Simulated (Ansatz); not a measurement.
# Ca on Mg(0001): change of the work function, part 3 of 3

Aim: the work function of Mg(0001) at several coverages of Ca (fcc site), and the dipole that each adsorbate carries.

Ansatz 0.2.0; plane-wave DFT, PBE, Ansatz PAW.

So far, work function, upper face (eV): step 2 (the clean slab) 3.79; step 3 (37 atoms, coverage 0.111 ML, cell 3x3) 2.66.

**4. Adsorbate added, k-mesh 6×6×1, coverage 0.25 ML**

System of this step: Ca/Mg(0001). The cell holds 17 atoms: 16 Mg and 1 Ca. Cell: a = 6.420 Å, b = 6.420 Å, c = 28.536 Å, α = 90.0°, β = 90.0°, γ = 60.0°. Vacuum lies along c.

Another coverage, to see how the dipoles act on each other as their distance changes.

Input file input.yaml:

```yaml
crystal:
  lattice:
    - [6.4199999999, 0.0, 0.0]
    - [3.21, 5.5598830922, 0.0]
    - [0.0, 0.0, 28.5364019173]
  atoms:
    - { symbol: Mg, position: [0.3333333333, 0.3333333333, 0.3153866429] }
    - { symbol: Mg, position: [0.0, 0.0, 0.4067268197] }
    - { symbol: Mg, position: [0.3333333333, 0.3333333333, 0.4982456274] }
    - { symbol: Mg, position: [0.0, 0.0, 0.5904124435] }
    - { symbol: Mg, position: [0.3333333333, 0.8333333333, 0.3153866429] }
    - { symbol: Mg, position: [0.0, 0.5, 0.4067268197] }
    - { symbol: Mg, position: [0.3333333333, 0.8333333333, 0.4982456274] }
    - { symbol: Mg, position: [0.0, 0.5, 0.5904124435] }
    - { symbol: Mg, position: [0.8333333333, 0.3333333333, 0.3153866429] }
    - { symbol: Mg, position: [0.5, 0.0, 0.4067268197] }
    - { symbol: Mg, position: [0.8333333333, 0.3333333333, 0.4982456274] }
    - { symbol: Mg, position: [0.5, 0.0, 0.5904124435] }
    - { symbol: Mg, position: [0.8333333333, 0.8333333333, 0.3153866429] }
    - { symbol: Mg, position: [0.5, 0.5, 0.4067268197] }
    - { symbol: Mg, position: [0.8333333333, 0.8333333333, 0.4982456274] }
    - { symbol: Mg, position: [0.5, 0.5, 0.5904124435] }
    - { symbol: Ca, position: [0.1666666667, 0.1666666667, 0.6846133571] }
kpoints:
  mp_grid: { grid: [6, 6, 1] }
hamiltonian:
  xc: pbe
scf:
  occupations: { method: fermi_dirac, width: 0.1 }
  convergence: { dr2_threshold: 1.0e-08 }
efield:
  axis: 3
  dipole_correction: true
  ramp_position: 0.97
  ramp_width: 0.06
relax:
  f_tol: 0.02
  max_steps: 60
  constraints: [{ sites: [0, 1, 4, 5, 8, 9, 12, 13] }]
output:
  dos: { projected: true, e_range: [-8, 4] }
  write_potential: true
  write_density: true
  volumetric_format: npy
  elf: true
```

Started as:

```bash
$ ansatz run input.yaml --threads 4 --pin off --max-ram 16384MiB --backend cpu --events-out ev --progress --plain --runs-dir out
```

Numbers of over 12 decimals in the logs are rounded to 6 here.

Log:

```text
[...]
Crystal: 17 atoms, lattice volume = 1018.591 Å³
Basis set: ecut = 420 eV, 19967 PW (Γ), exchange–correlation on 90×90×384 points (8 copies of the dense FFT grid, shifted against one another)
Bands: 102, of which v1, the nominal top of the filled ones, is band 85 counted from 1 (84 counted from 0)
Symmetry: 6 space group operations
[...]
k-points: 7 of 36 (time reversal used)
[...]
SCF iter   1: F=—  HF=-32594.861107 eV  |F-HF|=—  |Δ(HF+E_count)|=         —  Δρ=2.50e-3  dr2=3.97e0  ethr=1.77e-3  p=0.410 e·Å  D=7.29e-2 V/Å  ΔV_dip=-2.08 eV  dr2_dipole=2.81e0  V_vac-E_F(+/−)=1.78/3.86 eV  ⟨swp⟩=14.4  Hψ=4007  notcnv=0  defer=1
[...]
SCF iter  10: F=-32594.700776 eV  HF=-32594.700776 eV  |F-HF|=8.62e-10  |Δ(HF+E_count)|=   1.33e-8  Δρ=3.58e-7  dr2=5.21e-9  ethr=5.88e-12  p=0.209 e·Å  D=3.70e-2 V/Å  ΔV_dip=-1.06 eV  dr2_dipole=1.44e-9  V_vac-E_F(+/−)=2.64/3.70 eV  ⟨swp⟩=11.6  Hψ=4215  notcnv=0
SCF 1 converged in 10 iterations: F = -32594.700776 eV  dr2 = 5.21e-9
[...]
relax step   1: F+E_penalty+E_count = -32594.70077644 eV  Δ(F+E_penalty+E_count) = +0.000e0 eV  max|allowed force component| = 2.155e-1 eV/Å  Δτ_max = 0.0000 Å  (10 SCF iters, accepted)
[...]
SCF iter   9: F=-32594.739585 eV  HF=-32594.739585 eV  |F-HF|=1.80e-9  |Δ(HF+E_count)|=   5.33e-9  Δρ=2.45e-7  dr2=2.02e-9  ethr=5.88e-12  p=0.212 e·Å  D=3.77e-2 V/Å  ΔV_dip=-1.08 eV  dr2_dipole=4.62e-10  V_vac-E_F(+/−)=2.63/3.70 eV  ⟨swp⟩=9.4  Hψ=3743  notcnv=0
SCF 2 converged in 9 iterations: F = -32594.739585 eV  dr2 = 2.02e-9
relax step   2: F+E_penalty+E_count = -32594.73958475 eV  Δ(F+E_penalty+E_count) = -3.881e-2 eV  max|allowed force component| = 1.385e-1 eV/Å  Δτ_max = 0.0856 Å  (9 SCF iters, accepted)
SCF iter   1: F=—  HF=-32594.755058 eV  |F-HF|=—  |Δ(HF+E_count)|=         —  Δρ=5.89e-4  dr2=1.75e-2  ethr=4.77e-4  p=0.212 e·Å  D=3.77e-2 V/Å  ΔV_dip=-1.08 eV  dr2_dipole=6.86e-3  V_vac-E_F(+/−)=2.62/3.70 eV  ⟨swp⟩=4.6  Hψ=1633  notcnv=0
[...]
SCF iter   9: F=-32594.755752 eV  HF=-32594.755752 eV  |F-HF|=8.51e-10  |Δ(HF+E_count)|=   4.74e-9  Δρ=1.54e-7  dr2=9.92e-10  ethr=5.88e-12  p=0.216 e·Å  D=3.83e-2 V/Å  ΔV_dip=-1.09 eV  dr2_dipole=3.62e-10  V_vac-E_F(+/−)=2.61/3.70 eV  ⟨swp⟩=9.3  Hψ=3689  notcnv=0
SCF 3 converged in 9 iterations: F = -32594.755752 eV  dr2 = 9.92e-10
relax step   3: F+E_penalty+E_count = -32594.75575171 eV  Δ(F+E_penalty+E_count) = -1.617e-2 eV  max|allowed force component| = 2.923e-2 eV/Å  Δτ_max = 0.1504 Å  (9 SCF iters, accepted)
SCF iter   1: F=—  HF=-32594.756999 eV  |F-HF|=—  |Δ(HF+E_count)|=         —  Δρ=1.73e-4  dr2=2.15e-3  ethr=6.44e-6  p=0.216 e·Å  D=3.83e-2 V/Å  ΔV_dip=-1.09 eV  dr2_dipole=3.83e-5  V_vac-E_F(+/−)=2.61/3.70 eV  ⟨swp⟩=4.6  Hψ=1759  notcnv=0
[...]
SCF iter   7: F=-32594.756692 eV  HF=-32594.756692 eV  |F-HF|=8.19e-10  |Δ(HF+E_count)|=   1.51e-8  Δρ=2.53e-7  dr2=1.94e-9  ethr=5.88e-12  p=0.217 e·Å  D=3.85e-2 V/Å  ΔV_dip=-1.10 eV  dr2_dipole=4.69e-11  V_vac-E_F(+/−)=2.60/3.70 eV  ⟨swp⟩=9.6  Hψ=4123  notcnv=0
SCF 4 converged in 7 iterations: F = -32594.756692 eV  dr2 = 1.94e-9
relax step   4: F+E_penalty+E_count = -32594.75669157 eV  Δ(F+E_penalty+E_count) = -9.399e-4 eV  max|allowed force component| = 3.669e-3 eV/Å  Δτ_max = 0.0443 Å  (7 SCF iters, accepted)
[...]
SCF converged after 7 iterations
Free energy (F): -32594.756692 eV
[...]
Internal energy: -32594.429805 eV  (E = F + TS)
E sigma→0 (E₀):  -32594.593248 eV
Entropy (-TS):   -0.326887 eV (-19.229 meV/atom)
Fermi energy:    0.445799 eV
Dipole field:    D = 0.038543 V/Å  (p = 0.216960 e·Å, saw-weighted, corrected)
Work function:   Φ+ = 2.5994 eV   Φ− = 3.6993 eV
[...]
--- Forces (eV/Å), atoms counted from 1 ---
  atom   1  Mg    -0.01500745    -0.00866456    -0.00633531
  atom   2  Mg     0.02610813     0.01507353     0.00526352
  atom   3  Mg     0.00317708     0.00183429     0.00110649
  atom   4  Mg     0.00020585     0.00011885     0.00005975
  atom   5  Mg     0.00000000     0.01732912    -0.00633531
  atom   6  Mg    -0.00000000    -0.03014707     0.00526352
  atom   7  Mg    -0.00000000    -0.00366858     0.00110649
  atom   8  Mg    -0.00000000    -0.00023769     0.00005975
  atom   9  Mg     0.01500745    -0.00866456    -0.00633531
  atom  10  Mg    -0.02610813     0.01507353     0.00526352
  atom  11  Mg    -0.00317708     0.00183429     0.00110649
  atom  12  Mg    -0.00020585     0.00011885     0.00005975
  atom  13  Mg     0.00000000     0.00000000    -0.01052878
  atom  14  Mg     0.00000000    -0.00000000     0.00977816
  atom  15  Mg     0.00000000     0.00000000     0.00309900
  atom  16  Mg    -0.00000000    -0.00000000     0.00046638
  atom  17  Ca     0.00000000     0.00000000    -0.00308631
  max |Σ_I F_I| component: 1.18e-5 eV/Å
--- Band table (eV; the first three rows and the last of 7) ---
  k-point 0: bands = [... 81 lower, -0.7000, -0.6930, -0.6930, -0.6015, 0.2516, 0.4264, 0.4583, 0.4583, ... 13 higher]
  k-point 1: bands = [... 81 lower, -0.5237, -0.2847, -0.2656, 0.1050, 0.3366, 0.3823, 0.4070, 0.7817, ... 13 higher]
  k-point 2: bands = [... 81 lower, -0.4979, -0.3979, 0.4536, 0.4928, 0.6549, 1.0607, 1.0794, 1.0946, ... 13 higher]
  k-point 6: bands = [... 81 lower, 0.1022, 0.1065, 0.3409, 0.5333, 0.5883, 0.7560, 0.7673, 0.7930, ... 13 higher]
--- Relaxed structure (4 steps of the walk, 4 accepted, 0 SCFs on fresh bases) ---
  F+E_penalty+E_count = -32594.75669157 eV   max|allowed force component| = 3.669e-3 eV/Å
  atoms:
    - { symbol: Mg, position: [0.333333, 0.333333, 0.315387] }
    - { symbol: Mg, position: [2.6667121670171395e-17, 2.6667121670171398e-17, 0.406727] }
    - { symbol: Mg, position: [0.334859, 0.334859, 0.497613] }
    - { symbol: Mg, position: [-0.00274585, -0.00274585, 0.585873] }
    - { symbol: Mg, position: [0.333333, 0.833333, 0.315387] }
    - { symbol: Mg, position: [5.551115123125783e-17, 0.500000, 0.406727] }
    - { symbol: Mg, position: [0.334859, 0.830282, 0.497613] }
    - { symbol: Mg, position: [-0.00274585, 0.505492, 0.585873] }
    - { symbol: Mg, position: [0.833333, 0.333333, 0.315387] }
    - { symbol: Mg, position: [0.500000, 2.66671216701714e-17, 0.406727] }
    - { symbol: Mg, position: [0.830282, 0.334859, 0.497613] }
    - { symbol: Mg, position: [0.505492, -0.00274585, 0.585873] }
    - { symbol: Mg, position: [0.833333, 0.833333, 0.315387] }
    - { symbol: Mg, position: [0.5, 0.500000, 0.406727] }
    - { symbol: Mg, position: [0.833333, 0.833333, 0.495833] }
    - { symbol: Mg, position: [0.5, 0.500000, 0.599564] }
    - { symbol: Ca, position: [0.166667, 0.166667, 0.680347] }
```

It took 86 s on 4 threads of Arm Neoverse V1, shared host; peak memory 2.5 GiB; 5.5 min of CPU time.

Relaxation path:

| step | energy less that of the first step (eV) | largest force component (eV/Å) |
| --- | --- | --- |
| 1 | 0.0000 | 0.2155 |
| 2 | -0.0388 | 0.1385 |
| 3 | -0.0550 | 0.0292 |
| 4 | -0.0559 | 0.0037 |

Forces are held to the 6 operations that the run works with; a distortion that breaks them can't arise in this run.

The atoms that moved most (Å):

| atom | dx | dy | dz | length |
| --- | --- | --- | --- | --- |
| Mg16 | 0.000 | 0.000 | 0.261 | 0.261 |
| Mg12 | 0.026 | -0.015 | -0.130 | 0.133 |
| Mg8 | 0.000 | 0.031 | -0.130 | 0.133 |
| Mg4 | -0.026 | -0.015 | -0.130 | 0.133 |
| Ca17 | 0.000 | 0.000 | -0.122 | 0.122 |
| Mg15 | 0.000 | 0.000 | -0.069 | 0.069 |
| Mg7 | 0.000 | -0.017 | -0.018 | 0.025 |
| Mg11 | -0.015 | 0.008 | -0.018 | 0.025 |

The relaxed structure:

```
Mg Ca
1.0
     6.42000    0.00000    0.00000
     3.21000    5.55988    0.00000
     0.00000    0.00000   28.53640
Mg Ca
16 1
Direct
  0.33333 0.33333 0.31539
  0.00000 0.00000 0.40673
  0.33486 0.33486 0.49761
  0.99725 0.99725 0.58587
  0.33333 0.83333 0.31539
  0.00000 0.50000 0.40673
  0.33486 0.83028 0.49761
  0.99725 0.50549 0.58587
  0.83333 0.33333 0.31539
  0.50000 0.00000 0.40673
  0.83028 0.33486 0.49761
  0.50549 0.99725 0.58587
  0.83333 0.83333 0.31539
  0.50000 0.50000 0.40673
  0.83333 0.83333 0.49583
  0.50000 0.50000 0.59956
  0.16667 0.16667 0.68035
```

This step gave:

```
energy at zero smearing        : -32594.5932 eV
work function, upper face      : 2.599 eV
work function, lower face      : 3.699 eV
dipole along the normal        : 0.2170 e·Å
step between the vacuum levels : -1.100 eV
```

Running mean over 2.60652 Å of the planar mean; the ramp of the sawtooth is left out. Electron's electrostatic potential energy less the Fermi level against z:

| z (Å) | electron's electrostatic potential energy less the Fermi level (eV) |
| --- | --- |
| 4 | 3.70 |
| 5 | 3.68 |
| 6 | 3.55 |
| 7 | 2.53 |
| 8 | -2.14 |
| 9 | -4.04 |
| 10 | -4.05 |
| 11 | -4.03 |
| 12 | -4.04 |
| 13 | -4.16 |
| 14 | -4.05 |
| 15 | -4.05 |
| 16 | -3.90 |
| 17 | -3.97 |
| 18 | -2.33 |
| 19 | -0.177 |
| 20 | 0.0843 |
| 21 | 1.43 |
| 22 | 2.33 |
| 23 | 2.54 |
| 24 | 2.59 |
| 25 | 2.60 |

The density of states has structure finer than the step of the table below, so its rows give means over 0.25 eV, whole bins alone (the curve runs from -8 to 1.77 eV). Peaks (eV: height): -1.320: 21.4, -1.020: 26.6, 0.180: 23.4, 0.630: 20.1, 1.140: 19.6, 1.290: 23.8, 1.560: 23.6.

Density of states against energy, zero at the Fermi level; means over each step:

energy (eV), density of states (states/eV a cell) and a bar:
```
    -6.75        0.0 
    -6.50        1.1 ##
    -6.25        1.5 ###
    -6.00        1.5 ###
    -5.75        2.6 #####
    -5.50        3.3 ######
    -5.25        2.9 #####
    -5.00        3.8 #######
    -4.75        3.0 #####
    -4.50        3.9 #######
    -4.25        3.8 #######
    -4.00        5.5 ##########
    -3.75        4.6 #########
    -3.50        3.3 ######
    -3.25        5.7 ##########
    -3.00        6.8 ############
    -2.75        5.3 ##########
    -2.50        4.7 #########
    -2.25        6.0 ###########
    -2.00        7.9 ###############
    -1.75        7.9 ##############
    -1.50        5.0 #########
    -1.25        6.7 ############
    -1.00       10.8 ####################
    -0.75        8.4 ###############
    -0.50        6.5 ############
    -0.25        8.5 ################
     0.00       10.1 ##################
     0.25        8.9 ################
     0.50       11.1 ####################
     0.75        9.9 ##################
     1.00       14.2 ##########################
     1.25       15.5 ############################
     1.50       16.4 ##############################
```

Projected DOS per atom over height of the atomic layer and energy from the Fermi level. Layers: Mg4 Mg4 Mg4 Mg4 Ca from below.

Ten even steps from '_' (0.00 states/eV) to '@' (0.77 states/eV), each cell a mean:
```
....______
::....__..
::..::::++
......::@@
........++
::::..::##
--::::--##
::----::++
++==--++--
------::::
========::
--------..
--------__
------==__
::::::::__
::::::::__
..--::::__
__....____
__....____
__________
__________
__________
```
Columns: height of the atomic layer (Å) from 9 to 19.4; rows upwards: energy from the Fermi level (eV) from -7.96 to 1.75.

Valence density in the ca plane at fractional y = 0.000, with atoms of Mg within 0.2 Å of it. It is the smooth field of the valence electrons, not physical close to the nuclei.

Values in e/Å³, 9 rows by 16 columns, each cell a mean:
```
 0  6  0  0  0  0  6  1  0  0  0  0  0  0  0  0
 0  0  0  0  0  0  0  0  0  0  0  0  0  0  0  0
 0  0  0  0  0  0  0  0  0  0  0  0  0  0  0  0
 0  3  0  0  0  0  3  0  0  0  0  0  0  0  0  0
 0 14  0  0  0  0 13  1  0  0  0  0  0  0  0  0
 0  1  0  0  0  0  1  0  0  0  0  0  0  0  0  0
 0  0  0  0  0  0  0  0  0  0  0  0  0  0  0  0
 0  0  0  0  0  0  0  0  0  0  0  0  0  0  0  0
 0 11  0  0  0  0 10  1  0  0  0  0  0  0  0  0
```
Columns run along c (16.0 Å, from fractional 0.36 to 0.92 of the cell), rows up along a (6.4 Å). Atoms in or near the plane, at fractional coordinates: Mg at (0.41, 0.00), Mg at (0.59, 0.00), Mg at (0.41, 0.50), Mg at (0.59, 0.51).

Electrostatic potential energy in the ca plane at fractional y = 0.000, with atoms of Mg within 0.2 Å of it. With pseudopotentials it is smooth inside the atoms' cores, unlike the true potential.

Values in eV, 9 rows by 16 columns, each cell a mean:
```
 -5 -36  -6   1   1  -2 -35 -11   3   3   3   3   3   3   3   3
  1  -3   1  -2  -3   1  -3   0   4   4   3   3   3   3   3   3
  1  -1   1  -3  -4   1  -1   1   4   4   4   3   3   3   3   3
 -3 -27  -4   1   1  -2 -27  -8   3   3   3   3   3   3   3   3
 -8 -49 -10   2   2  -4 -46 -16   1   1   2   3   3   3   3   3
 -1 -15  -2   0   0   0 -13  -3  -1  -5  -1   2   3   3   3   3
  2   0   2  -2  -4   2   1   2  -4 -12  -2   2   3   3   3   3
  0  -8  -1   0  -1   0  -6  -1  -2  -7  -1   2   3   3   3   3
 -7 -45  -9   2   2  -3 -42 -14   1   0   1   3   3   3   3   3
```
Columns run along c (16.0 Å, from fractional 0.36 to 0.92 of the cell; values clipped at the 3rd and 97th percentile), rows up along a (6.4 Å). Atoms in or near the plane, at fractional coordinates: Mg at (0.41, 0.00), Mg at (0.59, 0.00), Mg at (0.41, 0.50), Mg at (0.59, 0.51).

ELF in the ca plane at fractional y = 0.000, with atoms of Mg within 0.2 Å of it. It is the smooth field of the valence electrons, not physical close to the nuclei.

Values, 9 rows by 16 columns, each cell a mean:
```
0.27 0.31 0.26 0.59 0.61 0.34 0.30 0.20 0.46 0.26 0.27 0.26 0.11 0.03 0.00 0.00
0.45 0.29 0.46 0.27 0.22 0.49 0.30 0.42 0.32 0.14 0.09 0.06 0.02 0.01 0.00 0.00
0.48 0.41 0.50 0.21 0.15 0.51 0.43 0.50 0.29 0.12 0.07 0.05 0.02 0.01 0.00 0.00
0.29 0.24 0.28 0.54 0.55 0.37 0.24 0.20 0.43 0.25 0.23 0.19 0.08 0.02 0.00 0.00
0.26 0.35 0.25 0.64 0.67 0.32 0.34 0.24 0.47 0.15 0.30 0.53 0.31 0.08 0.01 0.00
0.34 0.17 0.32 0.47 0.43 0.42 0.17 0.34 0.24 0.11 0.14 0.68 0.60 0.20 0.03 0.00
0.51 0.52 0.51 0.21 0.11 0.49 0.52 0.60 0.18 0.46 0.11 0.67 0.72 0.28 0.04 0.00
0.40 0.19 0.38 0.39 0.32 0.46 0.20 0.42 0.20 0.19 0.12 0.68 0.65 0.23 0.03 0.00
0.26 0.35 0.25 0.63 0.66 0.33 0.33 0.24 0.42 0.10 0.26 0.60 0.39 0.10 0.01 0.00
```
Columns run along c (16.0 Å, from fractional 0.36 to 0.92 of the cell), rows up along a (6.4 Å). Atoms in or near the plane, at fractional coordinates: Mg at (0.41, 0.00), Mg at (0.59, 0.00), Mg at (0.41, 0.50), Mg at (0.59, 0.51).

The relaxation took 4 steps and lowered the energy by 0.056 eV; the largest force on the free atoms ends at 0.0037 eV/Å.

By hand: a sheet of dipoles makes a step −p/(ε₀A) in the electron's potential. With e/ε₀ = 180.95 V·Å, p = 0.2170 e·Å and A = 35.69 Å², that is −180.95 × (0.2170) / 35.69 = -1.100 eV, and the two vacuum levels of the run differ by -1.100 eV.

The covered face has 2.60 eV, -1.19 eV against the clean one; the bare back face has moved by -0.09 eV, a measure of how thin the slab is.

**5. Work function against coverage**

This step: plane-wave DFT, PBE, Ansatz PAW; work function against coverage (Ansatz 0.2.0).

The runs are now put side by side.

Numbers from this step:

```yaml
work_function_of_the_clean_face: 3.787 eV
largest_change_of_the_work_function: -1.188 eV
```

Table of work function of the covered face by coverage:

| coverage (adsorbates/nm²) | work function of the covered face (eV) |
| --- | --- |
| 0.00 | 3.79 |
| 1.25 | 2.66 |
| 2.80 | 2.60 |

The dipole per adsorbate comes from the change of the cell's dipole. Coverage, by row:

| coverage (1/nm²) | coverage (ML) | work function (eV) | change (eV) | dipole per adsorbate, positive end outwards (debye) | mean height of the added atoms over the highest substrate atom (Å) |
| --- | --- | --- | --- | --- | --- |
| 1.245 | 0.1111 | 2.66 | -1.127 | 2.302 | 2.368 |
| 2.802 | 0.25 | 2.599 | -1.188 | 1.038 | 2.305 |

**6. What came out**

```json
{"work function of the clean face": "3.79 eV", "work function at 0.11 ML": "2.66 eV", "work function at 0.25 ML": "2.60 eV", "dipole per adsorbate at 0.11 ML, positive end outwards": "2.30 D"}
```

In words: Ca lowers the work function of Mg(0001) at the lowest coverage, by 1.13 eV: the adsorbate layer has its positive end outwards. The slab has 4 layers, at the tabulated experimental lattice constant, one starting site was run, and quantum-size effects of a slab this thin can reach one or two tenths of an eV.

[Logs are printed without paths, hosts, clocks, repeated set-up lines and the standing remarks that a program may print on its own settings, such as how far it seeks lower states.]

[Hosts, paths, dates, database ids (printed as entryN), source tags and the programs' standing remarks are cut or masked in the printed files.]

[Maps of the electrostatic potential energy from Ansatz leave out the sawtooth potential of an applied field or a dipole correction, so their vacuum need not be flat; planar profiles and work functions include it.]

[The density of states shown here was stored with 400 of the rows of the run's finer table, so its peaks can read low, often by over a quarter, or be missed, and its means over a window can be off by a tenth or more.]
